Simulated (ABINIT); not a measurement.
Runs of ABINIT 10.8.3 (patched build) on GaCuSe2. Symmetry: I-42d, No. 122, tetragonal system. The conventional cell has a = 5.619 Å, b = 5.619 Å, c = 11.026 Å, α = 90.00°, β = 90.00°, γ = 90.00°. Around Se (site symmetry 2) lie 2 Ga at 2.42 Å and 2 Cu at 2.42 Å. Ga (site symmetry -4) has 4 Se at 2.42 Å as nearest neighbours. Cu (site symmetry -4) has 4 Se at 2.42 Å as nearest neighbours. 

| level | potentials or basis | k mesh | cutoff (eV) | fine-grid cutoff | mesh quality | gap on the mesh (eV) | pressure (GPa) | largest force (eV/Å) |
| --- | --- | --- | --- | --- | --- | --- | --- | --- |
| PBEsol | JTH PAW PBE v2.0 | 3 × 3 × 3 | 707 | 1306.15 eV | coarse | (a) | -0.5 | 0.41 |
| PBE | JTH PAW PBE v2.0 | 3 × 3 × 3 | 707 | 1306.15 eV | coarse | 0.23 | 2.9 | (c) |
| PBE | JTH PAW PBE v2.0 | 4 × 4 × 4 | 707 | 1306.15 eV | not flagged | 0.24 | 2.9 | 0.38 |
| LDA | JTH PAW LDA v2.0 | 4 × 4 × 4 | 544 | 1088.46 eV | not flagged | 0.08 | - | 0.43 |
| LDA | JTH PAW LDA v2.0 | 3 × 3 × 3 | 544 | 1088.46 eV | coarse | 0.08 | - | (b) |

Alike in all rows: task single point; no spin polarisation; cell as given; smearing fermi-dirac 0.05 eV.

Problem. Estimate the missing entries.

Solution. (a) 0.16; (b) 0.42; (c) 0.37.

Caveats: some runs use coarse meshes; the PAW data sets were made with another functional, which shifts forces and pressure a little (some runs).

A k mesh can miss the band edges, and the runs leave out spin-orbit coupling on Ga, Se.
